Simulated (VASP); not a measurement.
A run of VASP 6.6.1 is set up as follows.

File POSCAR:

```
CdO
1.0
    0.0000000000      2.3495000000      2.3495000000
    2.3495000000      0.0000000000      2.3495000000
    2.3495000000      2.3495000000      0.0000000000
Cd O
1 1
Direct
    0.0000000000      0.0000000000      0.0000000000
    0.5000000000      0.5000000000      0.5000000000
```

Contents of INCAR.step1:

```
SYSTEM = CdO
ALGO     = Normal         ! electronic algorithm
EDIFF    = 1E-5           ! SCF threshold, eV
ENCUT    = 520            ! plane-wave cutoff, eV
GGA      = PE             ! functional
ISIF     = 2              ! what is computed and relaxed
ISMEAR   = -1             ! smearing method
KPAR     = 4            
LASPH    = .TRUE.         ! aspherical terms in the spheres
LCHARG   = .FALSE.        ! write CHGCAR
LREAL    = .FALSE.        ! projectors in reciprocal space
LWAVE    = .TRUE.         ! write WAVECAR
NBANDS   = 16             ! bands
NELM     = 60             ! most SCF steps
PREC     = Accurate       ! precision mode
SIGMA    = 0.05           ! smearing width, eV
```

INCAR.step2

```
SYSTEM = CdO
ALGO     = Normal         ! electronic algorithm
EDIFF    = 1E-6           ! SCF threshold, eV
ENCUT    = 520            ! plane-wave cutoff, eV
GGA      = PE             ! functional
HFSCREEN = 0.2            ! screening, 1/A
ISIF     = 2              ! what is computed and relaxed
ISMEAR   = -1             ! smearing method
ISTART   = 1            
KPAR     = 4            
LASPH    = .TRUE.         ! aspherical terms in the spheres
LCHARG   = .FALSE.        ! write CHGCAR
LHFCALC  = .TRUE.         ! exact exchange
LREAL    = .FALSE.        ! projectors in reciprocal space
LWAVE    = .FALSE.        ! write WAVECAR
NBANDS   = 16             ! bands
NELM     = 60             ! most SCF steps
PREC     = Accurate       ! precision mode
PRECFOCK = Fast         
SIGMA    = 0.05           ! smearing width, eV
```

The input KPOINTS:

```
k-points
0
G
  6 6 6
  0 0 0
```

Potentials or basis: VASP PAW PBE potentials, release 64 (Cd, O).

Command:

```sh
$ cat potpaw_PBE.64/Cd/POTCAR potpaw_PBE.64/O/POTCAR > POTCAR
$ cp INCAR.step1 INCAR
$ mpirun -np 4 vasp_std > vasp.out
$ cp INCAR.step2 INCAR
$ mpirun -np 4 vasp_std > vasp.out
```

(1) Estimate the pressure.

(2) What does it give for the band gap on the k mesh?

## Answers

(1) 2.2 GPa.

(2) 0.90 eV, indirect (least direct gap 2.25 eV).

Caveat: the PAW data sets were made with another functional, which shifts forces and pressure a little.
